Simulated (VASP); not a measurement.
A run of VASP 6.6.1:

Contents of INCAR:

```
ALGO = Normal
AMIX = 0.2
AMIX_MAG = 0.8
BMIX = 1E-4
BMIX_MAG = 1E-4
DIPOL = 0.5 0.5 0.500
EDIFF = 1E-6
ENCUT = 520
GGA = PS
ICORELEVEL = 1
IDIPOL = 3
ISIF = 2
ISMEAR = 1
ISPIN = 2
LASPH = T
LCHARG = F
LDIPOL = T
LMAXMIX = 4
LORBIT = 11
LREAL = F
LUSENCCL = F
LVACPOTAV = T
LVHAR = T
LWAVE = F
MAGMOM = 2.3 2.3 2.3 2.3 2.3 2.3 2.3 2.3 2.3 2.3
NELM = 150
PREC = Accurate
SIGMA = 0.1
```

File KPOINTS:

```
k-points
0
Gamma
  14 14 1
```

The input POSCAR:

```
Fe
1.0
    2.7874080000      0.0000000000      0.0000000000
    0.0000000000      2.7874080000      0.0000000000
    0.0000000000      0.0000000000     27.5433360000
Fe
10
Direct
    0.5000000000      0.5000000000      0.2722981700
    0.0000000000      0.0000000000      0.3228985800
    0.5000000000      0.5000000000      0.3734989800
    0.0000000000      0.0000000000      0.4240993900
    0.5000000000      0.5000000000      0.4746998000
    0.0000000000      0.0000000000      0.5253002000
    0.5000000000      0.5000000000      0.5759006100
    0.0000000000      0.0000000000      0.6265010200
    0.5000000000      0.5000000000      0.6771014200
    0.0000000000      0.0000000000      0.7277018300
```

Potentials or basis: VASP PAW PBE potentials, release 64 (Fe).

Command:

```console
$ cat potpaw_PBE.64/Fe/POTCAR > POTCAR
$ mpirun -np 1 vasp_std > vasp.out
```

Hardware: 1 × NVIDIA H100 80GB with 1 thread of AMD EPYC 7R13 Processor (Zen 3), with other jobs on the host.

Question: Estimate the wall time of this run.

Answer: It took 57 min on 1 × NVIDIA H100 80GB with 1 thread of AMD EPYC 7R13 Processor (Zen 3) (shared host), peak memory 1.8 GiB. Counts: scf iterations 53, k points 36.
